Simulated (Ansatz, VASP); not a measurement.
Given: the input of a run of VASP 6.6.1 on PbO2.

File INCAR:

```
SYSTEM = PbO2
ALGO     = Normal         ! electronic algorithm
EDIFF    = 1E-7           ! SCF threshold, eV
ENCUT    = 520            ! plane-wave cutoff, eV
GGA      = PE             ! functional
ISIF     = 2              ! what is computed and relaxed
ISMEAR   = -1             ! smearing method
LASPH    = .TRUE.         ! aspherical terms in the spheres
LCHARG   = .FALSE.        ! write CHGCAR
LREAL    = .FALSE.        ! projectors in reciprocal space
LWAVE    = .FALSE.        ! write WAVECAR
NBANDS   = 20             ! bands
NELM     = 100            ! most SCF steps
PREC     = Accurate       ! precision mode
SIGMA    = 0.05           ! smearing width, eV
```

KPOINTS

```
k-points
0
G
  9 9 9
  0 0 0
```

The input POSCAR:

```
PbO2
1.0
    0.0000000000      2.6468338291      2.6468338291
    2.6468338291      0.0000000000      2.6468338291
    2.6468338291      2.6468338291      0.0000000000
Pb O
1 2
Direct
    0.0000000000      0.0000000000      0.0000000000
    0.7500000000      0.7500000000      0.7500000000
    0.2500000000      0.2500000000      0.2500000000
```

Potentials or basis: VASP PAW PBE potentials, release 64 (Pb_d, O).

The run is started by

```console
$ cat potpaw_PBE.64/Pb_d/POTCAR potpaw_PBE.64/O/POTCAR > POTCAR
$ mpirun -np 1 vasp_std > vasp.out
```

Translate it to Ansatz 0.2.0. Potentials there: all-electron LAPW, scalar-relativistic.

As run (the cutoff follows the program's own potentials):

input.yaml

```yaml
crystal:
  lattice:
    - [0.0, 2.6468338291, 2.6468338291]
    - [2.6468338291, 0.0, 2.6468338291]
    - [2.6468338291, 2.6468338291, 0.0]
  atoms:
    - { symbol: Pb, position: [0.0, 0.0, 0.0] }
    - { symbol: O, position: [0.75, 0.75, 0.75] }
    - { symbol: O, position: [0.25, 0.25, 0.25] }
kpoints:
  mp_grid: { grid: [9, 9, 9] }
scf:
  occupations: { method: fermi_dirac, width: 0.05 }
hamiltonian:
  xc: pbe
  pseudopotentials: { kind: all_electron, lapw: { basis_error: 0.001 } }
output:
  forces: true
  stress: true
  eigenvalues: true
```

Potentials or basis: all-electron LAPW, scalar-relativistic.

Run with:

```sh
$ ansatz run input.yaml --threads 2 --pin off --max-ram 5120MiB --backend cpu --events-out ev --progress --plain --runs-dir out
```

Both were run:

|  | VASP | Ansatz | Ansatz less VASP |
| --- | --- | --- | --- |
| gap on the k mesh at the Fermi level (eV) | none | none | - |
| pressure (GPa) | 10.4 | 10.2 | -0.28 |

A gap of «none» marks a metal or a gap that the smearing closes. Ansatz ran all-electron here, so the differences hold the error of VASP's frozen core and of both bases.

The runs have no spin-orbit coupling, so splittings on Pb are missing.
